In a diamond lattice every atom has four equal neighbours, whatever element it is. None of the nine elements below has this as its most stable structure, so the lattice serves as a common frame. It lets us ask how the outer electrons of different atoms divide among s, p and d orbitals once they must bond in the same geometry. The populations come from projecting the crystal's wave functions onto orthogonalized atomic orbitals and counting electrons, in a density-functional (PBE) calculation.

Nine elements in the diamond structure (Fd-3m, two atoms per cell), computed with Ansatz 0.2.0: all-electron LAPW, PBE, scalar-relativistic, fixed cells, Fermi-Dirac smearing of 0.03 to 0.08 eV. Only Co was run with spin, from a parallel start. Electron counts are Löwdin populations of the free atom's outermost s, p and d shells; M is the atomic site.

```tsv
element	Z	group	period	cell	volume (Å³/atom)	shortest distance from M (Å)	outer s electrons on M (e)	outer p electrons on M (e)	outer d electrons on M (e)	net moment of the cell (none: run without spin) (muB)	largest site moment (muB)
N	7	15	2	relaxed with PAW	9.156	1.81	1.83	3.15	n/a	none	none
Al	13	13	3	relaxed with PAW	27.64	2.62	1.08	1.92	n/a	none	none
P	15	15	3	relaxed with PAW	20.57	2.37	1.72	3.19	n/a	none	none
Ti	22	4	4	relaxed with PAW	22.89	2.46	0.88	5.97	3.14	none	none
Co	27	9	4	relaxed with PAW	16.37	2.20	1.01	n/a	7.83	3.46	1.76
Mo	42	6	5	relaxed with PAW	23.00	2.46	0.80	5.96	5.28	none	none
Ru	44	8	5	relaxed with PAW	20.28	2.36	0.84	n/a	7.15	none	none
Rh	45	9	5	relaxed with PAW	20.95	2.39	0.86	n/a	8.10	none	none
Ta	73	5	6	relaxed with PAW	28.46	2.64	1.07	5.96	3.98	none	none
```

**1. Nitrogen has about three outer p electrons and titanium almost six. Is titanium richer in p bonding?**

No, because the p column mixes two kinds of shell. In nitrogen, aluminium and phosphorus it counts the valence p electrons that form bonds. In titanium, molybdenum and tantalum it counts a filled shell below the valence electrons, which hardly takes part in bonding. For the d metals, then, compare only the s and d columns, and don't read "n/a" as zero p character.

**2. How many digits can be trusted?**

Symmetry supplies a test. The two atoms in the cell are equivalent, so neither can take charge from the other and each must be neutral. The outer s electrons plus the valence p or d electrons should therefore add up to the atom's valence count. Five of the nine do so within 0.04 electrons and three more within 0.09, but cobalt falls short by 0.16.

A correct sum doesn't prove that the split between the shells is correct. The d metals' valence p orbitals, empty in the free atoms, are not in the projection set, so their weight is counted as s or d, or is lost. If they were added, the s and d counts would most likely fall somewhat. Differences of a tenth of an electron, such as those among titanium, molybdenum, ruthenium and rhodium in the s column, should not be given a chemical meaning.

**3. Why does phosphorus keep most of its s pair when aluminium keeps about one s electron?**

Both free atoms start with two s electrons. Aluminium ends with 1.08 and phosphorus with 1.72, a difference far above the uncertainty just described. What aluminium loses from s it gains in p, which chemists call promotion. Promotion costs energy, since p lies above s in the atom, and it pays only if the promoted electron finds a bonding state.

A simple count shows when that happens. The s orbitals of the two atoms in the cell combine into a bonding and an antibonding state, and each state holds two electrons, or one per atom. If only the bonding state is filled, each atom has one s electron; if both are filled, it has two. Aluminium has few electrons, and they do better in bonding p states than in antibonding s states. Phosphorus has two more electrons per atom and a deeper s level, so its antibonding s states are largely filled as well.

This count is an argument from theory, and it is crude, because s and p mix in most crystal states. Still, it makes plausible why aluminium's population lies near one and phosphorus's somewhat below two.

**4. Can the filling of both s states be seen directly?**

It can for nitrogen, at the centre of the Brillouin zone, where the wave repeats identically from cell to cell. The valence levels there come as two single levels followed by two threefold ones. Nitrogen's valence levels are built from s and p orbitals, and in this lattice the single levels then belong to s combinations and the threefold ones to p combinations. Both s levels and the lower, bonding p triplet are filled, while the upper triplet lies 0.5 eV above the Fermi level.

The nitrogen molecule is the simpler relative. Its ten valence electrons also fill a bonding and an antibonding s combination and three bonding p combinations, which leaves a triple bond. The likeness doesn't hold throughout the zone. Away from the centre the bands shift and cross the Fermi level, so this lattice is a metal, whereas the molecule has a wide gap.

**5. Is nitrogen's nearly full s shell a lone pair?**

It is a nearly full s shell, but not a lone pair in the usual sense of a lobe that points away from the bonds. Such a lobe needs s and p to mix on the same atom so that charge piles up on one side. With four equal neighbours at the corners of a tetrahedron no side is preferred, and the mixing cancels when all filled states are summed. This follows from symmetry and doesn't depend on the projection.

The practical lesson is to look at the site before naming a lone pair. A population near two says that the s electrons are hardly promoted. Whether they are directed is a question of geometry.

**6. Why do the d metals all end near one s electron, although their atoms differ?**

Free titanium, cobalt and tantalum atoms have two outer s electrons; free molybdenum, ruthenium and rhodium atoms have one. In the lattice all six hold between 0.80 and 1.07. The count from question 3 suggests a reason, though some of the weight counted as s may really be p. The s orbitals reach far and overlap strongly, so their antibonding states are pushed up, mostly above the Fermi level. The electrons that would have filled them go into the compact d orbitals, whose levels lie close by.

This gives a rule without any fitted constant: of $N$ valence electrons, one stays in s and $N-1$ go into d. Titanium has $N=4$, so the rule gives three d electrons. The table has 3.14, while the free atom has two.

Over the six metals the rule misses the d count by 0.14 electrons on average, against 0.58 if each atom simply kept its free-atom d count. The whole gain comes from titanium, cobalt and tantalum, because for the other three the rule and the free atom agree from the start. The largest miss is molybdenum's, 0.28 electrons too few, and it may reflect p weight counted as d. Tantalum's close agreement should not be pressed, since its run leaves out spin–orbit coupling, which splits the d levels.

Aluminium, cobalt, ruthenium and molybdenum serve as wiring or contact metals in chips, and tantalum in barrier layers. For such uses the trend tells only which orbitals hold the electrons. Resistance depends on band velocities and scattering, and the films have other crystal structures.

**7. What does the move from s to d do to cobalt's magnetism?**

It lowers the moment that the d shell can carry. Each unpaired d electron needs an empty partner state of opposite spin, so the d moment in Bohr magnetons can't exceed the number of d holes. A free cobalt atom has seven d electrons and three holes. In the lattice the d count is 7.83, which leaves 2.17 holes.

The computed moment of the whole site is 1.76 Bohr magnetons, below this limit. The d shell would reach the limit only if every d state of the majority spin were filled. Some of these states are probably mixed with s and p and lie partly above the Fermi level. Part of the gap may also come from s and p electrons polarized the other way, or from electrons that the projection loses. When a moment looks odd, comparing it with the holes is a quick check. It doesn't show that the parallel order computed here has the lowest energy.

**8. Does "none" in the moment columns mean that the other elements are nonmagnetic?**

It means that they were computed without spin, so a zero moment was imposed. For most rows this is a reasonable choice, but titanium gives cause for doubt. Its electronic entropy term is 2.7 times that of molybdenum at the same smearing, which points to many more states at the Fermi level. A high density of states there is what favours spontaneous magnetism, because electrons can then change spin at little cost in band energy.

Whether titanium in this lattice would really become magnetic remains open. The way to settle it is to repeat the run with a finite starting moment on each atom and see whether the moment survives and lowers the energy. Until then its s and d counts describe the nonmagnetic state only.
